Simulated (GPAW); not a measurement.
# ZnCu2SnS4 (I-4) in GPAW: single point with PBE

Aim: the single point of ZnCu2SnS4 with PBE.

Everything below comes from runs of GPAW 26.7.0. Logs are shortened: lines on timing, memory, paths and dates and some standing lists are left out, and cuts for length are marked. The log counts tension as positive stress, the text compression.

## Step 1: Starting point

It takes space group I-4 (No. 82, tetragonal). Conventional cell: a = 5.434 Å, b = 5.434 Å, c = 10.850 Å, α = 90.00°, β = 90.00°, γ = 90.00°. Sn (site symmetry -4) is surrounded by 4 S at 2.41 Å. Zn (site symmetry -4) has 4 S at 2.33 Å as nearest neighbours. Around Cu (site symmetry -4) lie 4 S at 2.33 Å. Around Cu (site symmetry -4) lie 4 S at 2.33 Å. Around S (site symmetry 1) lie 1 Zn at 2.33 Å and 2 Cu at 2.33 Å and 1 Sn at 2.41 Å.

## Step 2: Single point, PBE

Input file run.py:

```python
from ase import Atoms
from ase.dft.bandgap import bandgap
from ase.io import write
from ase.units import GPa
from gpaw import GPAW, PW

atoms = Atoms(['Sn', 'Zn', 'Cu', 'Cu', 'S', 'S', 'S', 'S'],
              cell=[[-2.7171, 2.7171, 5.4248],
                    [2.7171, -2.7171, 5.4248],
                    [2.7171, 2.7171, -5.4248]],
              scaled_positions=[[0.5, 0.5, 0.0],
                                [0.25, 0.75, 0.5],
                                [0.75, 0.25, 0.5],
                                [0.0, 0.0, 0.0],
                                [0.62799, 0.62839, 0.5128],
                                [0.88481, 0.37201, 0.0004],
                                [0.11559, 0.11519, 0.4872],
                                [0.37161, 0.88441, 0.9996]],
              pbc=True)

calc = GPAW(mode=PW(450),
            xc='PBE',
            kpts={'size': (5, 5, 5), 'gamma': True},
            occupations={'name': 'fermi-dirac', 'width': 0.05},
            nbands=60,
            maxiter=120,
            txt='gpaw.txt')
atoms.calc = calc
energy = atoms.get_potential_energy()
forces = atoms.get_forces()
stress = atoms.get_stress()
calc.write('gs.gpw')
write('result.traj', atoms)
print(f'Energy: {energy:.6f} eV')
print('Forces (eV/A):')
print(forces.round(4))
print('Stress (GPa):', (stress / GPa).round(3))
print('Fermi level:', round(calc.get_fermi_level(), 4), 'eV')
print(f'Gap: {bandgap(calc)[0]:.4f} eV, direct: {bandgap(calc, direct=True)[0]:.4f} eV')
```

Potentials or basis: GPAW PAW data sets (gpaw-data 1.2.1), pw.

Started as:

```console
> OMP_NUM_THREADS=1 python run.py
```

gpaw.txt:

```text
__  _  _
 | _ |_)|_||  |
 |__||  | ||/\| - 26.7.0

Input parameters:
  mode=PW(ecut=450.00000000000006),
  kpts=MonkhorstPack(size=(5, 5, 5), gamma=True),
  maxiter=120,
  nbands=60,
  occupations=Occupations(name='fermi-dirac', width=0.05),
  xc=XC(name='PBE')

Diagonalizing LCAO Hamiltonian
Converting LCAO to pw mode

        S

          Sn
               S
            Cu
                 Zn
                     S

          Cu
              S

Atoms  # Å, Bohr magnetons
|   | symbol |         x |        y |         z |    initial magnetic moments |
|---|--------|-----------|----------|-----------|-----------------------------|
| 0 |     Sn |  0.000000 | 0.000000 |  5.424800 | ( 0.0000,  0.0000,  0.0000) |
| 1 |     Zn |  2.717100 | 0.000000 |  2.712400 | ( 0.0000,  0.0000,  0.0000) |
| 2 |     Cu |  0.000000 | 2.717100 |  2.712400 | ( 0.0000,  0.0000,  0.0000) |
| 3 |     Cu |  0.000000 | 0.000000 |  0.000000 | ( 0.0000,  0.0000,  0.0000) |
| 4 |      S |  1.394416 | 1.392242 |  4.033773 | ( 0.0000,  0.0000,  0.0000) |
| 5 |      S | -1.392242 | 1.394416 |  6.815827 | ( 0.0000,  0.0000,  0.0000) |
| 6 |      S |  1.322684 | 1.324858 | -1.391027 | ( 0.0000,  0.0000,  0.0000) |
| 7 |      S |  4.109342 | 1.322684 |  1.391027 | ( 0.0000,  0.0000,  0.0000) |

Unit cell  # Å
| periodic |         x |         y |         z |  lengths |     angles |
|----------|-----------|-----------|-----------|----------|------------|
|      yes | -2.717100 |  2.717100 |  5.424800 | 6.647836 | 131.751160 |
|      yes |  2.717100 | -2.717100 |  5.424800 | 6.647836 | 131.751160 |
|      yes |  2.717100 |  2.717100 | -5.424800 | 6.647836 |  70.622328 |

Number of symmetries: 4
Symmetry operations  # r_c * U_cc + t_c -> r_c
|   | kind |            matrix            |
|---|------|------------------------------|
| 0 |  E   |  1, 0, 0,  0, 1, 0,  0, 0, 1 |
| 1 |  C2  |  0, 1, 0,  1, 0, 0, -1,-1,-1 |
| 2 |  S4  |  0, 0, 1, -1,-1,-1,  0, 1, 0 |
| 3 |  S4  | -1,-1,-1,  0, 0, 1,  1, 0, 0 |

BZ-sampling:
  Number of BZ points: 125
  Number of IBZ points: 21

  Monkhorst-Pack size: [5, 5, 5]
  Monkhorst-Pack shift: [0, 0, 0]

K-points  # in reciprocal-cell coordinates
|     |                                coordinates |     weight |
|-----|--------------------------------------------|------------|
|   0 | (  0.00000000,   0.00000000,   0.00000000) | 0.00800000 |
|   1 | (  0.20000000,  -0.20000000,   0.00000000) | 0.03200000 |
|   2 | (  0.20000000,  -0.20000000,   0.20000000) | 0.03200000 |
|   3 | (  0.20000000,   0.00000000,   0.00000000) | 0.06400000 |
|   4 | (  0.20000000,   0.20000000,  -0.20000000) | 0.01600000 |
|   5 | (  0.40000000,  -0.40000000,  -0.20000000) | 0.03200000 |
|   6 | (  0.40000000,  -0.40000000,   0.00000000) | 0.03200000 |
|   7 | (  0.40000000,  -0.40000000,   0.20000000) | 0.03200000 |
|   8 | (  0.40000000,  -0.40000000,   0.40000000) | 0.03200000 |
|   9 | (  0.40000000,  -0.20000000,  -0.20000000) | 0.06400000 |
| ... |                                            |            |
|  20 | (  0.40000000,   0.40000000,   0.40000000) | 0.06400000 |

Plane wave coefficients: 3505
Cutoff: 450.00000000000006 eV

Spin-components: 1 (collinear spins)
Bands:           60
Projectors:      44
Spin-degeneracy: 2
Datatype:        complex128

Parallelization:
  kpt:    1
  domain: 1
  band:   1

Density:
  Valence electrons: 72.0
  Components: 1
  Grid points: [35 35 35]
  Charge: 0.0  # |e|

Potential:
  Grid points: [35 35 35]

species:
  Sn:
    name:    Tin
    Z:       50.0
    valence: 14
    core:    36
    charge:  0.0  # [|e|]
    compensation charges:
      type: gauss
      rc: 0.38  # [Å]
      lmax: 2
    cutoffs:
      filter: 2.23  # [Å]
      core: 2.35  # [Å]
    projectors
    | kind |    occ | energy [eV] | rcut [Å] |
    |------|--------|-------------|----------|
    |   5s |  2.000 |     -10.538 |    1.201 |
    |   5p |  2.000 |      -3.696 |    1.270 |
    |   4d | 10.000 |     -25.845 |    1.185 |
    |    s |        |      16.674 |    1.201 |
    |    p |        |      23.515 |    1.270 |
    |    d |        |       1.367 |    1.185 |

    Using partial waves for Sn as LCAO basis

  Zn:
    name:    Zinc
    Z:       30.0
    valence: 12
    core:    18
    charge:  0.0  # [|e|]
    compensation charges:
      type: gauss
      rc: 0.37  # [Å]
      lmax: 2
    cutoffs:
      filter: 2.14  # [Å]
      core: 2.28  # [Å]
    projectors
    | kind |    occ | energy [eV] | rcut [Å] |
    |------|--------|-------------|----------|
    |   4s |  2.000 |      -5.977 |    1.286 |
    |   4p |  0.000 |      -1.117 |    1.270 |
    |   3d | 10.000 |     -10.142 |    1.180 |
    |    s |        |      21.234 |    1.286 |
    |    p |        |      26.095 |    1.270 |
    |    d |        |      17.070 |    1.180 |

    Using partial waves for Zn as LCAO basis

  Cu:
    name:    Copper
    Z:       29.0
    valence: 11
    core:    18
    charge:  0.0  # [|e|]
    compensation charges:
      type: gauss
      rc: 0.33  # [Å]
      lmax: 2
    cutoffs:
      filter: 2.06  # [Å]
      core: 2.43  # [Å]
    projectors
    | kind |    occ | energy [eV] | rcut [Å] |
    |------|--------|-------------|----------|
    |   4s |  1.000 |      -4.609 |    1.164 |
    |   4p |  0.000 |      -0.698 |    1.164 |
    |   3d | 10.000 |      -5.039 |    1.058 |
    |    s |        |      22.603 |    1.164 |
    |    p |        |      26.513 |    1.164 |
    |    d |        |      22.172 |    1.058 |

    Using partial waves for Cu as LCAO basis

  S:
    name:    Sulfur
    Z:       16.0
    valence: 6
    core:    10
    charge:  0.0  # [|e|]
    compensation charges:
      type: gauss
      rc: 0.24  # [Å]
      lmax: 2
    cutoffs:
      filter: 1.77  # [Å]
      core: 1.66  # [Å]
    projectors
    | kind |    occ | energy [eV] | rcut [Å] |
    |------|--------|-------------|----------|
    |   3s |  2.000 |     -17.254 |    0.974 |
    |   3p |  4.000 |      -7.008 |    0.979 |
    |    s |        |       9.957 |    0.974 |
    |    p |        |      20.203 |    0.979 |
    |    d |        |       0.000 |    0.900 |

    Using partial waves for S as LCAO basis

Reference energy: -350345.403232  # eV

eigensolver:
  PPCG
  Converge bands: occupied
  niter=2

density mixing:
  MSR1-Mixer
  Pratt-step length: 0.05
  Maximum mixing coefficient: 0.75
  Old densities: 10
  SVD Regularization: 0.005
  Good broyden scale: 1.0
  Trust region scale: 1.0
  Backstep threshold: 4.0
  History deletion threshold: 6.0
  Fourier metric: weight=20.0, sigma=0.015

occupation numbers:
  Fermi-Dirac:
    width: 0.0500  # eV

poisson solver:
  ecut: 3600.0000000000005  # eV

xc functional:
  name: PBE with 2 nearest neighbor stencil

convergence criteria:
- Maximum [total energy] change in last 3 cyles: 0.0005 eV / valence electron
- Maximum integral of absolute [dens]ity change: 0.0001 electrons / valence electron
- Maximum integral of absolute [eigenst]ate change: 4e-08 eV^2 / valence electron
maximum number of iterations: 120

SCF iterations
|iter     | |      energy | eigst |  dens |
|---------|-|-------------|-------|-------|
|iter:   1| |  -34.162796 | +0.65 |       |
|iter:   2| |  -33.918940 | -0.52 | -1.15 |
|iter:   3| |  -34.190682 | -0.69 | -1.19 |
|iter:   4| |  -32.558970 | -0.78 | -1.41 |
|iter:   5| |  -32.462549 | -2.24 | -1.75 |
|iter:   6| |  -32.474992 | -2.80 | -2.07 |
|iter:   7| |  -32.464178c| -2.91 | -2.33 |
|iter:   8| |  -32.462032c| -3.61 | -2.68 |
|iter:   9| |  -32.462078c| -4.90 | -3.05 |
|iter:  10| |  -32.462125c| -5.66 | -3.45 |
|iter:  11| |  -32.462129c| -6.68 | -4.09c|
|iter:  12| |  -32.462128c| -7.19 | -4.67c|
|iter:  13| |  -32.462129c| -7.60c| -5.18c|

Converged in 13 steps
Energy contributions relative to reference atoms: (reference = -350345.403232)

Energy contributions:
  Kinetic:          26.910654
  Coulomb:         -27.154158
  Zero:              0.341036
  External:          0.000000
  Xc:              -32.559391
  Entropy:          -0.000538
  Spinorbit:         0.000000
  ----------------------------
  Free energy:     -32.462398
  Extrapolated:    -32.462129

dipole moment: (-14.660493, -15.178402, 6.516498)  # |e|*Ang

Fermi level: 5.575
Eigenvalues  # (at kpt = [0.000, 0.000, 0.000])
| band index |      eig [eV] | occ [0-2] |
|------------|---------------|-----------|
|          0 |       -16.895 |     2.000 |
|        ... |               |           |
|         28 |         3.652 |     2.000 |
|         29 |         3.878 |     2.000 |
|         30 |         3.899 |     2.000 |
|         31 |         3.900 |     2.000 |
|         32 |         4.047 |     2.000 |
|         33 |         5.325 |     1.987 |
[... 8 lines left out ...]
|         42 |        10.298 |     0.000 |
|         43 |        10.603 |     0.000 |
|        ... |               |           |
|         59 |        17.850 |     0.000 |

Gap: 0.297 eV
Transition (v -> c):
  (s=0, k=0, n=35, [0.00, 0.00, 0.00]) -> (s=0, k=0, n=36, [0.00, 0.00, 0.00])
No difference between direct/indirect transitions

Forces  # eV/Ang
|        x |        y |        z |
|----------|----------|----------|
| -0.00000 |  0.00000 |  0.00000 |  # Sn   0
| -0.00000 | -0.00000 |  0.00000 |  # Zn   1
|  0.00000 |  0.00000 |  0.00000 |  # Cu   2
|  0.00000 |  0.00000 |  0.00000 |  # Cu   3
|  0.14045 |  0.47980 | -0.18451 |  # S    4
| -0.47980 |  0.14045 |  0.18451 |  # S    5
| -0.14045 | -0.47980 | -0.18451 |  # S    6
|  0.47980 | -0.14045 |  0.18451 |  # S    7

Stress tensor  # eV/Ang^3
|         x |         y |         z |
|-----------|-----------|-----------|
| -0.007093 |  0.000000 | -0.000000 |
|  0.000000 | -0.007093 | -0.000000 |
| -0.000000 | -0.000000 | -0.006480 |

# Writing to gs.gpw (mode='')
```

Run time: 84 s. Hardware: 1 thread of AMD EPYC 9R45 (Zen 5), shared host; peak memory 0.3 GiB.

What came out:

| Quantity | Value |
| --- | --- |
| Free energy | -32.4624 eV |
| Pressure | 1.1 GPa |
| Largest force | 0.533 eV/Å |
| Band gap on the k mesh | 0.30 eV, direct |

Forces in eV/Å, atoms in the order of the input:
```
Sn   0.000  0.000  0.000
Zn   0.000  0.000  0.000
Cu   0.000  0.000  0.000
Cu   0.000  0.000  0.000
S    0.140  0.480 -0.185
S   -0.480  0.140  0.185
S   -0.140 -0.480 -0.185
S    0.480 -0.140  0.185
```

Stress tensor (GPa, compression positive):
```
1.14 0.00 0.00
0.00 1.14 0.00
0.00 0.00 1.04
```

Caveat: with this Cu data set, volumes or pressures lay over 1.5 % or 2 GPa off other programs in two to four cells of ten; the cutoff is short for stress and forces, so pressures can be off by a GPa or more; spin-orbit coupling is left out, which moves the levels of the heavy elements.
